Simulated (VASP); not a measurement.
# BaS (Fm-3m) in VASP: a series of runs

BaS is run at these levels: LDA, PBE; tasks: single point.

Everything below comes from runs of VASP 6.6.1. Logs are shortened: lines on timing, memory, paths and dates and some standing lists are left out, and cuts for length are marked.

**What was measured.**

A printed reference work, monograph, original work of 1988 reports, for a bulk crystal of BaS at 2 K: band gap 3.806 eV (indirect).

The runs below are set against these values where they give the same quantity.

## (1) The cell of the first run

It takes space group Fm-3m (No. 225, cubic). The conventional cell has a = 6.388 Å, b = 6.388 Å, c = 6.388 Å, α = 90.00°, β = 90.00°, γ = 90.00°. Ba (site symmetry m-3m) has 6 S at 3.19 Å within 4.2 Å. Within 4.2 Å of S (site symmetry m-3m) lie 6 Ba at 3.19 Å.

## (2) Single point, LDA

The input, INCAR:

```
SYSTEM = BaS
PREC     = Accurate       ! precision mode
ENCUT    = 520            ! plane-wave cutoff, eV
EDIFF    = 1E-7           ! SCF threshold, eV
ISMEAR   = -1             ! smearing method
SIGMA    = 0.02           ! smearing width, eV
LREAL    = .False.        ! projectors in reciprocal space
LASPH    = .True.         ! aspherical terms in the spheres
NELM     = 100            ! most SCF steps
ALGO     = Normal         ! electronic algorithm
ISIF     = 2              ! what is computed and relaxed
LWAVE    = .False.        ! write WAVECAR
LCHARG   = .False.        ! write CHGCAR
GGA      = CA             ! functional
NBANDS   = 15             ! bands
```

The input, KPOINTS:

```
regular mesh
0
Gamma
  8 8 8
  0 0 0
```

The input, POSCAR:

```
BaS
1.0
    0.0000000000      3.1937500000      3.1937500000
    3.1937500000      0.0000000000      3.1937500000
    3.1937500000      3.1937500000      0.0000000000
Ba S
1 1
Direct
    0.0000000000      0.0000000000      0.0000000000
    0.5000000000      0.5000000000      0.5000000000
```

Potentials or basis: VASP PAW LDA potentials, release 64 (Ba_sv, S).

Command:

```sh
> cat potpaw_LDA.64/Ba_sv/POTCAR potpaw_LDA.64/S/POTCAR > POTCAR
> mpirun -np 1 vasp_std > vasp.out
```

OUTCAR:

```text
SYSTEM = BaS
   PREC = Accurate
   ENCUT = 520
   EDIFF = 1E-7
   ISMEAR = -1
   LREAL = .False.
   LASPH = .True.
   NELM = 100
   ISIF = 2
   GGA = CA

 ion  position               nearest neighbor table
   1  0.000  0.000  0.000-   2 3.19   2 3.19   2 3.19   2 3.19   2 3.19   2 3.19
   2  0.500  0.500  0.500-   1 3.19   1 3.19   1 3.19   1 3.19   1 3.19   1 3.19

  LATTYP: Found a face centered cubic cell.
 ALAT       =     6.3875000000

  Lattice vectors:

 A1 = (   0.0000000000,   3.1937500000,   3.1937500000)
 A2 = (   3.1937500000,   0.0000000000,   3.1937500000)
 A3 = (   3.1937500000,   3.1937500000,   0.0000000000)

Analysis of symmetry for initial positions (statically):
=====================================================================
 Subroutine PRICEL returns:
 Original cell was already a primitive cell.

 Routine SETGRP: Setting up the symmetry group for a
 face centered cubic supercell.

 Subroutine GETGRP returns: Found 48 space group operations
 (whereof 48 operations were pure point group operations)
 out of a pool of 48 trial point group operations.

The static configuration has the point symmetry O_h .

Analysis of symmetry for dynamics (positions and initial velocities):
=====================================================================
 Subroutine PRICEL returns:
 Original cell was already a primitive cell.

 Routine SETGRP: Setting up the symmetry group for a
 face centered cubic supercell.

 Subroutine GETGRP returns: Found 48 space group operations
 (whereof 48 operations were pure point group operations)
 out of a pool of 48 trial point group operations.

The dynamic configuration has the point symmetry O_h .

 Subroutine INISYM returns: Found 48 space group operations
 (whereof 48 operations are pure point group operations),
 and found     1 'primitive' translations

----------------------------------------------------------------------------------------

                                     Primitive cell

  volume of cell :      65.1527

  direct lattice vectors                    reciprocal lattice vectors
     0.000000000  3.193750000  3.193750000    -0.156555773  0.156555773  0.156555773
     3.193750000  0.000000000  3.193750000     0.156555773 -0.156555773  0.156555773
     3.193750000  3.193750000  0.000000000     0.156555773  0.156555773 -0.156555773

  length of vectors
[... 91 lines left out ...]
   TEBEG  =    0.0;   TEEND  =   0.0 temperature during run
   PSTRESS=    0.0 pullay stress
   NELECT =      16.0000    total number of electrons
   NUPDOWN=      -1.0000    fix difference up-down
   EMIN   =  10.00;   EMAX   =-10.00  energy-range for DOS
   EFERMI =   0.00;   METHOD = LEGACY
   ISMEAR =    -1;   SIGMA  =   0.02  broadening in eV -4-tet -1-fermi 0-gaus
   EFERMI_NEDOS =   21; number of points for ismear=-14 and -15
   IALGO  =     38    algorithm
   IMIX   =      4    mixing-type and parameters
     AMIX     =   0.40;   BMIX     =  1.00
     AMIX_MAG =   1.60;   BMIX_MAG =  1.00
  volume/ion in A,a.u.               =      32.58       219.84
  Fermi-wavevector in a.u.,A,eV,Ry     =   1.025189  1.937326 14.299891  1.051012
  Thomas-Fermi vector in A             =   2.159016
   LORBIT       =      0    0 simple, 1 ext, 2 COOP (PROOUT), +10 PAW based schemes
   GGA     = CA    functional components
   LHFCALC =     F    Hartree Fock is set to
   AEXX    =    0.0000 exact exchange contribution
   IVDW    =     0    specifies the selected vdW correction
   LEPSILON=     F    determine dielectric tensor
   LRPA    =     F    only Hartree local field effects (RPA)
 non-spin polarized calculation
  energy-cutoff  :      520.00
  volume of cell :       65.15
 maximum number of plane-waves:      1807
 NGX is ok and might be reduce to    36
   NGX = 17   NGY = 17   NGZ = 17

 number of electron      16.0000001 magnetization

 Free energy of the ion-electron system (eV)
  ---------------------------------------------------
  ext. energy  EPLUGINS =         0.00000000
  ---------------------------------------------------
  free energy    TOTEN  =       -11.15994270 eV

  energy without entropy =      -11.15994270  energy(sigma->0) =      -11.15994270

 E-fermi :   1.6199     XC(G=0):  -8.9920

 val. band max:        1.2397450575   @ k =   0.0000   0.0000   0.0000
 cond. band min:       3.1429367722   @ k =   0.5000   0.5000   0.0000
 fundamental gap:      1.9031917147
 Fermi energy:         1.6199024729

 k-point     1 :       0.0000    0.0000    0.0000
  band No.  band energies     occupation
      1     -24.7594      2.00000
      2      -9.8327      2.00000
      3      -9.8327      2.00000
      4      -9.8327      2.00000
      5      -9.0757      2.00000
      6       1.2397      2.00000
      7       1.2397      2.00000
      8       1.2397      2.00000
      9       4.5520      0.00000
     10       4.9413      0.00000
     11       4.9413      0.00000
     12       4.9413      0.00000
     13       5.9258      0.00000
     14       5.9258      0.00000
[... 401 lines left out ...]
      2     -10.7868      2.00000
      3     -10.0371      2.00000
      4      -9.9432      2.00000
      5      -8.1138      2.00000
      6      -0.3056      2.00000
      7       0.3522      2.00000
      8       0.4298      2.00000
      9       5.7521      0.00000
     10       5.9474      0.00000
     11       7.7705      0.00000
     12       7.9931      0.00000
     13       8.9701      0.00000
     14       9.8935      0.00000
     15      10.5105      0.00000

 [... further k-points ...]

------------------------ aborting loop because EDIFF is reached ----------------------------------------

  FORCE on cell =-STRESS in cart. coord.  units (eV):
  Direction    XX          YY          ZZ          XY          YZ          ZX
  --------------------------------------------------------------------------------------
  -------------------------------------------------------------------------------------
  Total       -0.7468659     -0.7468659     -0.7468659      0.0000000      0.0000000      0.0000000
  in kB      -18.3662482    -18.3662482    -18.3662482      0.0000000      0.0000000      0.0000000
  external PRESSURE =     -18.3662482 kB  Pullay stress =       0.0000000 kB

 VOLUME and BASIS-vectors are now :
 -----------------------------------------------------------------------------
  energy-cutoff  :      520.00
  volume of cell :       65.15
      direct lattice vectors                 reciprocal lattice vectors
     0.000000000  3.193750000  3.193750000    -0.156555773  0.156555773  0.156555773
     3.193750000  0.000000000  3.193750000     0.156555773 -0.156555773  0.156555773
     3.193750000  3.193750000  0.000000000     0.156555773  0.156555773 -0.156555773

 POSITION                                       TOTAL-FORCE (eV/Angst)
 -----------------------------------------------------------------------------------
      0.00000      0.00000      0.00000         0.000000      0.000000      0.000000
      3.19375      3.19375      3.19375         0.000000      0.000000     -0.000000
 -----------------------------------------------------------------------------------
    total drift:                                0.000000      0.000000      0.000000

  FREE ENERGIE OF THE ION-ELECTRON SYSTEM (eV)
  ---------------------------------------------------
  free  energy   TOTEN  =       -11.1599426987 eV

  energy  without entropy=      -11.1599426987  energy(sigma->0) =      -11.15994270
```

stdout:

```text
POSCAR found type information on POSCAR BaS
 POSCAR found :  2 types and       2 ions
 scaLAPACK will be used
 LDA part: xc-table for (Slater(with rela. corr.)+CA(PZ))
 , standard interpolation
 POSCAR, INCAR and KPOINTS ok, starting setup
 FFT: planning ... GRIDC
 FFT: planning ... GRID_SOFT
 FFT: planning ... GRID
 WAVECAR not read
 entering main loop
```

Wall time 10 s (1 thread of Intel Xeon 6975P-C (Granite Rapids), shared host); peak memory 0.18 GiB.

What came out:

- Free energy: -11.1599 eV
- Pressure: -1.8 GPa
- Band gap on the k mesh: 1.90 eV, indirect (least direct gap 2.04 eV)

Caveat: spin-orbit coupling is left out, which moves the levels of the heavy elements.

## (3) Single point, PBE

The input, INCAR:

```
  PREC = Accurate
  ENCUT = 520
  EDIFF = 1E-6
  ISMEAR = -1
  SIGMA = 0.02
  LREAL = F
  LASPH = T
  NELM = 80
  ALGO = Normal
  ISIF = 2
  LWAVE = F
  LCHARG = T
  GGA = PE
  LELF = T
  LVHAR = T
  NBANDS = 15
```

The input, KPOINTS:

```
regular mesh
0
Gamma
  8 8 8
```

POSCAR is that of step 2.

Potentials or basis: VASP PAW PBE potentials, release 64 (Ba_sv, S).

Command:

```sh
> cat potpaw_PBE.64/Ba_sv/POTCAR potpaw_PBE.64/S/POTCAR > POTCAR
> mpirun -np 1 vasp_std > vasp.out
```

It took 12 s on 1 thread of Intel Xeon 6975P-C (Granite Rapids), shared host; peak memory 0.21 GiB.

Results (log left out):

- Free energy: -10.1848 eV
- Pressure: 1.4 GPa
- Band gap on the k mesh: 2.11 eV, indirect (least direct gap 2.24 eV)

Levels at points of the mesh, in eV from the valence-band top:
```
           k point  band 4  band 5  band 6  band 7  band 8  band 9  band 10  band 11  band 12  band 13
(0.00, 0.00, 0.00)  -11.13  -10.36    0.00    0.00    0.00    3.60     3.87     3.87     3.87     4.79
(0.50, 0.00, 0.00)  -11.17   -9.12   -1.94   -1.09   -1.09    5.54     5.69     6.31     6.31     8.94
(0.50, 0.50, 0.00)  -11.32  -10.27   -0.52   -0.14   -0.14    2.11     5.93     6.03     7.49     7.49
```

Caveat: spin-orbit coupling is left out, which moves the levels of the heavy elements.

## (4) Single point, PBE

The input, INCAR:

```
SYSTEM = BaS
ALGO     = Normal         ! electronic algorithm
EDIFF    = 1E-7           ! SCF threshold, eV
ENCUT    = 520            ! plane-wave cutoff, eV
GGA      = PE             ! functional
ISIF     = 2              ! what is computed and relaxed
ISMEAR   = -1             ! smearing method
LASPH    = .TRUE.         ! aspherical terms in the spheres
LCHARG   = .TRUE.         ! write CHGCAR
LELF     = .TRUE.         ! ELF
LREAL    = .FALSE.        ! projectors in reciprocal space
LVHAR    = .TRUE.       
LWAVE    = .FALSE.        ! write WAVECAR
NBANDS   = 15             ! bands
NELM     = 60             ! most SCF steps
PREC     = Accurate       ! precision mode
SIGMA    = 0.02           ! smearing width, eV
```

The input, KPOINTS:

```
k-points
0
G
  8 8 8
  0 0 0
```

POSCAR is that of step 3.

Command:

```sh
> cat potpaw_PBE.64/Ba_sv/POTCAR potpaw_PBE.64/S/POTCAR > POTCAR
> mpirun -np 1 vasp_std > vasp.out
```

Run time: 12 s. Hardware: 1 thread of Intel Xeon 6975P-C (Granite Rapids), shared host; peak memory 0.21 GiB.

The run converged. Its results:

```
Free energy            : -10.1848 eV
Pressure               : 1.4 GPa
Band gap on the k mesh : 2.11 eV, indirect (least direct gap 2.24 eV)
```

Levels at points of the mesh, in eV from the valence-band top:
```
           k point  band 6  band 7  band 8  band 9  band 10  band 11
(0.00, 0.00, 0.00)    0.00    0.00    0.00    3.60     3.87     3.87
(0.50, 0.00, 0.00)   -1.94   -1.09   -1.09    5.54     5.69     6.31
(0.50, 0.50, 0.00)   -0.52   -0.14   -0.14    2.11     5.93     6.03
```

Caveat: spin-orbit coupling is left out, which moves the levels of the heavy elements.

## (5) How close it comes

Step 2. A measured gap of BaS is 3.806 eV (indirect; 2 K; a printed reference work, monograph, original work of 1988); the calculated 1.90 eV misses it by -1.90 eV. Spin-orbit coupling on Ba is left out. The value is that of LDA on a finite k mesh, which can miss the band edges, without temperature or zero-point motion. Semilocal functionals fall short of measured gaps as a rule.

Step 3. Against the measured gap of BaS, 3.806 eV (indirect; 2 K; a printed reference work, monograph, original work of 1988), the calculated 2.11 eV is off by -1.70 eV. Spin-orbit coupling on Ba is left out. The value is that of PBE on a finite k mesh, which can miss the band edges, without temperature or zero-point motion. Semilocal functionals fall short of measured gaps as a rule.

Step 4. Measured gap of BaS: 3.806 eV (indirect; 2 K; a printed reference work, monograph, original work of 1988). This calculation gives 2.11 eV (-1.70 eV). Spin-orbit coupling on Ba is left out. The value is that of PBE on a finite k mesh, which can miss the band edges, without temperature or zero-point motion. Semilocal functionals fall short of measured gaps as a rule.
